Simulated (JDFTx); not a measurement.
Crystal: Ge.

```
CELL_PARAMETERS angstrom
-2.57449 2.57449 1.39741
2.57449 -2.57449 1.39741
2.57449 2.57449 -1.39741
ATOMIC_POSITIONS crystal
Ge 0.50000 0.50000 0.00000
Ge 0.25000 0.75000 0.50000
```

This isn't the form of Ge at room conditions, which is diamond.

* Program: JDFTx 1.7.0 (patched build)
* Task: relaxation of cell and atoms
* Functional: RPBE
* Potentials or basis: PseudoDojo-SR-PBE-0.5-standard
* Cutoff: 1061 eV
* Density cutoff: 8490 eV
* k mesh: 7 × 7 × 7
* Occupations: fermi-dirac, width 0.05 eV
* Spin: no spin polarisation

At the start: pressure 5.0 GPa; volume 18.52 Å³/atom.

Where does the relaxation end?

Over 7 steps the energy falls by 21.7 meV/atom and the volume is 19.76 Å³/atom (+6.7 %); space group I4_1/amd (No. 141, to 0.05 Å).

Step by step:
```
step  energy change (eV)  largest force (eV/Å)  pressure (GPa)  volume (Å³)
   1              0.0000                0.0000            5.05        37.05
   2             -0.0109                0.0000            4.22        37.41
   3             -0.0401                0.0000            0.25        39.39
   4             -0.0419                0.0000            0.01        39.51
   5             -0.0434                0.0000            0.03        39.50
   6             -0.0434                0.0000           -0.02        39.53
   7             -0.0434                0.0000            0.00        39.52
```

Final structure:
```
Ge
1.0
    -2.60392    2.60392    1.45703
     2.60392   -2.60392    1.45703
     2.60392    2.60392   -1.45703
Ge
2
Direct
  0.50000 0.50000 0.00000
  0.25000 0.75000 0.50000
```

Caveat: the k mesh is coarse (spacing up to 0.37 Å⁻¹), so the values aren't converged; the plane waves are those of the starting cell, so after so large a change of volume the result is rough; the potentials were made for another functional, which shifts forces and pressure.
